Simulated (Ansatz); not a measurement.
# (110) slab of rocksalt LiCl, 19.7 Å thick as cut, bare faces

All numbers below come from DFT, PBEsol, PAW, plane waves (Ansatz 0.2.0).

Command:

```sh
ansatz run in.yaml --threads 7 --pin off --max-ram 26600MiB --runs-dir r --events-out ev --progress --plain
```

The input less its lattice and atoms:

```yaml
kpoints:
  mp_grid: { grid: [6, 4, 1] }
hamiltonian:
  xc: pbesol
scf:
  occupations: { method: fermi_dirac, width: 0.01 }
relax:
  f_tol: 0.03
  max_steps: 80
  escape_saddle: false
  adjacent_minimum: "off"
output:
  forces: true
  eigenvalues: true
  populations: true
```

Start:

```
Cl Li
1.0
     2.53318   -2.53318    0.00000
     0.00000    0.00000    5.06635
   -23.12486  -23.12486    0.00000
Cl Li
12 12
Direct
  0.49168 0.00228 0.80100
  0.50227 0.99604 0.58134
  0.49998 0.99583 0.36429
  0.49269 0.00186 0.69016
  0.50210 0.99314 0.47329
  0.49921 0.00072 0.25379
  0.99673 0.50171 0.63680
  0.99497 0.50069 0.41822
  0.00225 0.50276 0.19875
  0.99789 0.49773 0.74693
  0.99663 0.50292 0.52745
  0.00157 0.50319 0.30854
  0.00463 0.00260 0.63617
  0.99980 0.99838 0.41812
  0.00410 0.00052 0.19868
  0.00153 0.00498 0.74731
  0.00239 0.99789 0.52716
  0.00070 0.00048 0.30865
  0.50062 0.49952 0.80244
  0.49552 0.50253 0.58208
  0.49755 0.50585 0.36258
  0.49974 0.50096 0.69296
  0.50145 0.50331 0.47218
  0.50397 0.50198 0.25376
```

Steps:

| step | energy less the first (eV) | largest force component (eV/Å) |
| --- | --- | --- |
| start | 0.000 | 0.457 |
| 1 | -0.191 | 0.167 |
| 2 | -0.232 | 0.133 |
| 3 | -0.236 | 0.127 |
| 4 | -0.252 | 0.010 |
| 5 | -0.252 | 0.010 |

A structure on the way, about -0.19 eV from the start:

```
Cl Li
1.0
     2.53318   -2.53318    0.00000
     0.00000    0.00000    5.06635
   -23.12486  -23.12486    0.00000
Cl Li
12 12
Direct
  0.49400 0.00067 0.80340
  0.50054 0.00009 0.58200
  0.49953 0.99963 0.36338
  0.49412 0.00079 0.69204
  0.50016 0.99886 0.47275
  0.50073 0.00199 0.25406
  0.99750 0.50000 0.63684
  0.99715 0.49789 0.41796
  0.00168 0.50180 0.19683
  0.99697 0.50068 0.74645
  0.99869 0.49805 0.52737
  0.00114 0.50042 0.30795
  0.00363 0.00130 0.63702
  0.99920 0.99754 0.41801
  0.00284 0.00008 0.20390
  0.00166 0.00543 0.74921
  0.00095 0.99600 0.52736
  0.00095 0.99931 0.30879
  0.49876 0.49892 0.79648
  0.49698 0.50393 0.58209
  0.49827 0.50634 0.36273
  0.49918 0.50054 0.69190
  0.50206 0.50516 0.47245
  0.50334 0.50243 0.25167
```

End:

```xyz
24
Lattice="2.5332 -2.5332 0.0000 0.0000 0.0000 5.0664 -23.1249 -23.1249 0.0000" Properties=species:S:1:pos:R:3 pbc="T T T"
Cl  -17.2911  -19.8209    0.0039
Cl  -12.2069  -14.7351    0.0035
Cl   -7.1358   -9.6678    0.0033
Cl  -14.7440  -17.2714    0.0032
Cl   -9.6697  -12.1993    0.0033
Cl   -4.6008   -7.1341    0.0043
Cl  -12.1971  -17.2591    2.5366
Cl   -7.1275  -12.1919    2.5367
Cl   -2.0402   -7.1065    2.5375
Cl  -14.7302  -19.7931    2.5368
Cl   -9.6650  -14.7274    2.5369
Cl   -4.5895   -9.6548    2.5366
Li  -12.2327  -17.2959    0.0043
Li   -7.1481  -12.2129    0.0051
Li   -4.7913   -4.7920    5.0655
Li  -14.8622  -19.9283    0.0035
Li   -9.6795  -14.7422    0.0051
Li   -4.6541   -9.7200    0.0035
Li  -17.0715  -19.6035    2.5361
Li  -12.1848  -14.7147    2.5385
Li   -7.0996   -9.6321    2.5379
Li  -14.6774  -17.2085    2.5372
Li   -9.6540  -12.1853    2.5387
Li   -4.4680   -7.0016    2.5371
```

The run converged.

Time: 68 s of wall time on 7 threads of a Neoverse-V2 processor, on a host shared with other runs; peak host memory 2.2 GiB.

Task: How much energy did the relaxation gain, and which atom moved most?

Result: 0.25 eV in 5 steps, from a start with small random displacements; atom 19 (Li) moved 0.31 Å, the median atom 0.04 Å (drift of the whole cell removed).
